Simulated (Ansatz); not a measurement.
Sc: the change of pressure with volume per atom

Equation of state of a cubic crystal from periodic Kohn-Sham density functional theory without spin; pressure corrected for the finite basis. The results are calculated, by Ansatz 0.2.0 development build.

Cell of the first row (space group Fd-3m, No. 227):
```
Sc
1.0
      0.0000     3.2311     3.2311
      3.2311     0.0000     3.2311
      3.2311     3.2311     0.0000
Sc
2
Direct
  0.00000 0.00000 0.00000
  0.25000 0.25000 0.25000
```

Settings of every row: formula Sc; structure type diamond; functional PBE; spin treatment none; k mesh 15x15x15; occupation method fermi-dirac; occupation width 0.061225619 eV; wave cutoff 700 eV; datasets soft-1 PAW; density cutoff ratio 4.

Limits: a cubic model structure, not a phase known at ambient conditions; no spin polarisation, a magnetic state may lie lower; the SCF threshold is loose for a stress in some rows.

| row | volume per atom (Å³) | pressure (GPa) | energy above lowest point (meV/atom) |
| --- | --- | --- | --- |
| 1 | 33.733 | 0.192 | 0.44 |
| 2 | 34.421 | ? | ? |
| 3 | 35.11 | -0.142 | 0.28 |
| 4 | 35.798 | -0.286 | 1.2 |
| 5 | 36.486 | -0.419 | 2.71 |

Question: what pressure should row 2 give?

Worked fit of pressure. Take u = (V_r/V)^(2/3) − 1 with V_r = 35.454 Å³ an atom, which is twice the finite (Eulerian) strain; such expansions in the strain, on which the Birch-Murnaghan equation of state is built, carry the rest volume and the bulk modulus. The shown rows have u = 0.03373, 0.00652, -0.00642, -0.01895. Least squares give pressure = −0.2157 + 11.207 × u + 26.05 × u² GPa; a straight line predicts inner rows, each left out in turn, worse (root mean square 0.011 against 0.0012 GPa). The rows lie off it by 0.000, 0.000, 0.001, 0.000. The pressure vanishes at u = 0.0185, or V = 34.49 Å³ an atom, and there the bulk modulus at fixed shape and fractions is B = −V dP/dV = (2/3)(1 + u) dP/du = 8.26 GPa. The withheld row has u = 0.01991, so the fit gives −0.2157 + 11.207 × (0.01991) + 26.05 × (0.01991)² = 0.018 GPa.

The calculation gave 0.016 GPa. The fit lies 0.002 GPa (12 % of the value, 0.33 % of the column's range) above it; its largest miss of a shown row is 0.001 GPa.

The other values of row 2: energy above lowest point 0 meV/atom.
